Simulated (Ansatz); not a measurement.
## Rh under changes of volume

One of the cells (13.671 Å³/atom); the others are scaled copies at fixed shape and fractional positions:

```
Rh
1.0
     0.00000    1.89785    1.89785
     1.89785    0.00000    1.89785
     1.89785    1.89785    0.00000
Rh
1
Cartesian
  0.0000 0.0000 0.0000
```

* Program: Ansatz 0.2.0
* Functional: PBE0
* Potentials or basis: Ansatz PAW
* Cutoff: 420 eV (not typed: the program's choice for these potentials)
* k mesh: 8 × 8 × 8
* Occupations: fermi-dirac, width 0.05 eV
* Spin: no spin polarisation

| volume (Å³/atom) | energy over the lowest point (meV/atom) | pressure (GPa) |
| --- | --- | --- |
| 12.851 | ? | ? |
| 13.125 | 10.73 | 9.7 |
| 13.398 | 0.00 | 3.0 |
| 13.671 | 0.08 | -2.9 |
| 13.945 | 9.59 | -8.1 |
| 14.218 | 27.54 | -12.7 |
| 14.492 | 52.80 | -16.8 |

Q: What does the run at 12.851 Å³/atom give?

A: Energy over the lowest point 33.64 meV/atom; pressure 17.3 GPa.

Worked out: A Birch-Murnaghan fit of order 3 (a polynomial in V^(-2/3)) to the other rows has its minimum at 13.53 Å³/atom with B0 = V·E''(V) = 294 GPa and B' = 5.4. It gives 33.81 meV/atom at 12.851 Å³/atom, against the run's 33.64, and -dE/dV = 17.4 GPa, against 17.3.

Energies are extrapolated to zero smearing.

Caveats: some runs use coarse meshes; the PAW data sets come from PBE, with cores solved anew for the run's functional, which leaves a small shift of forces and pressure; the thresholds are loose for stress.
